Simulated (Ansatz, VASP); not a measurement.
Given: the input of a run of VASP 6.6.1 on InPd.

The input INCAR:

```
SYSTEM = InPd
PREC = Accurate
ENCUT = 500
EDIFF = 1E-7
ISMEAR = -1
SIGMA = 0.05
LREAL = .False.
LASPH = .True.
NELM = 100
ALGO = Fast
ISIF = 2
LWAVE = .False.
LCHARG = .False.
LMAXMIX = 4
GGA = PE
NBANDS = 14
```

File KPOINTS:

```
Automatic mesh
0
Gamma
  8 8 8
  0 0 0
```

File POSCAR:

```
InPd
1.0
    3.2718847800      0.0000000000      0.0000000000
    0.0000000000      3.2718847800      0.0000000000
    0.0000000000      0.0000000000      3.2718847800
In Pd
1 1
Direct
    0.0000000000      0.0000000000      0.0000000000
    0.5000000000      0.5000000000      0.5000000000
```

The input KPOINTS_OPT:

```
path GXMGRX,MR
15
line-mode
reciprocal
 0.0000000000  0.0000000000  0.0000000000  G
 0.0000000000  0.5000000000  0.0000000000  X

 0.0000000000  0.5000000000  0.0000000000  X
 0.5000000000  0.5000000000  0.0000000000  M

 0.5000000000  0.5000000000  0.0000000000  M
 0.0000000000  0.0000000000  0.0000000000  G

 0.0000000000  0.0000000000  0.0000000000  G
 0.5000000000  0.5000000000  0.5000000000  R

 0.5000000000  0.5000000000  0.5000000000  R
 0.0000000000  0.5000000000  0.0000000000  X

 0.5000000000  0.5000000000  0.0000000000  M
 0.5000000000  0.5000000000  0.5000000000  R
```

Potentials or basis: VASP PAW PBE potentials, release 64 (In, Pd).

Run with:

```bash
$ cat potpaw_PBE.64/In/POTCAR potpaw_PBE.64/Pd/POTCAR > POTCAR
$ mpirun -np 1 vasp_std > vasp.out
```

Q: Set up the same calculation for Ansatz 0.2.0. Potentials there: Ansatz PAW.

A: As run (the cutoff follows the program's own potentials):

The input input.yaml:

```yaml
crystal:
  lattice:
    - [3.27188478, 0.0, 0.0]
    - [0.0, 3.27188478, 0.0]
    - [0.0, 0.0, 3.27188478]
  atoms:
    - { symbol: In, position: [0.0, 0.0, 0.0] }
    - { symbol: Pd, position: [0.5, 0.5, 0.5] }
hamiltonian:
  xc: pbe
  pseudopotentials: { kind: paw }
kpoints:
  mp_grid: { grid: [8, 8, 8] }
  band_path:
    path:
      - [[0.0, 0.0, 0.0], [0.0, 0.5, 0.0], [0.5, 0.5, 0.0], [0.0, 0.0, 0.0], [0.5, 0.5, 0.5], [0.0, 0.5, 0.0]]
      - [[0.5, 0.5, 0.0], [0.5, 0.5, 0.5]]
    npoints: 14
scf:
  occupations: { method: fermi_dirac, width: 0.05 }
  n_extra_bands: 6
output:
  forces: true
  stress: true
  eigenvalues: true
  fatbands: false
```

Potentials or basis: Ansatz PAW.

The run is started by

```console
$ ansatz run input.yaml --threads 2 --pin off --max-ram 5632MiB --backend cpu --events-out ev --progress --plain --runs-dir out
```

Both were run:

|  | VASP | Ansatz | Ansatz less VASP |
| --- | --- | --- | --- |
| gap on the k mesh at the Fermi level (eV) | none | none | - |
| pressure (GPa) | 3.3 | 3.6 | +0.37 |

A gap of «none» marks a metal or a gap that the smearing closes. With one functional, cell and mesh, what is left measures potentials, basis and numerics. The two sets of potentials don't hold the same shells in valence.

Caveats: spin-orbit coupling is left out, which moves the levels of the heavy elements.
